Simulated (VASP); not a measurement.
Wanted: the native input for a VASP 6.6.1 run.

```yaml
Task: single point
Functional: AM05
Potentials_or_basis: VASP PAW PBE potentials, release 64 (Zn)
Cutoff: 520 eV
k_mesh: 12 × 12 × 12
Occupations: methfessel-paxton, width 0.2 eV
Spin: no spin polarisation
Further_INCAR_settings: ALGO = Normal; EDIFF = 1e-06
```

The structure of Zn lies in POSCAR:

```
Zn
1.0
   -1.5690370000      1.5690370000      1.5690370000
    1.5690370000     -1.5690370000      1.5690370000
    1.5690370000      1.5690370000     -1.5690370000
Zn
1
Cartesian
    0.0000000000      0.0000000000      0.0000000000
```

This isn't the form of Zn at room conditions, which is hcp.

One way to write it, as run:

INCAR

```
ALGO = Normal
EDIFF = 1E-6
ENCUT = 520
GGA = AM
ISIF = 2
ISMEAR = 1
LASPH = True
LCHARG = False
LREAL = False
LWAVE = False
NELM = 60
PREC = Accurate
SIGMA = 0.2
```

KPOINTS

```
k-points
0
Gamma
  12 12 12
```

Potentials or basis: VASP PAW PBE potentials, release 64 (Zn).

Launch:

```sh
$ cat potpaw_PBE.64/Zn/POTCAR > POTCAR
$ mpirun -np 1 vasp_std > vasp.out
```

Results of the run:

The pressure is -5.0 GPa and the band gap on the k mesh is none (metal or under the smearing width).

Caveat: the PAW data sets were made with another functional, which shifts forces and pressure a little.

Wall time 5.6 s on 1 thread of AMD EPYC 9R45 (Zen 5), on a shared host, peak memory 0.09 GiB.
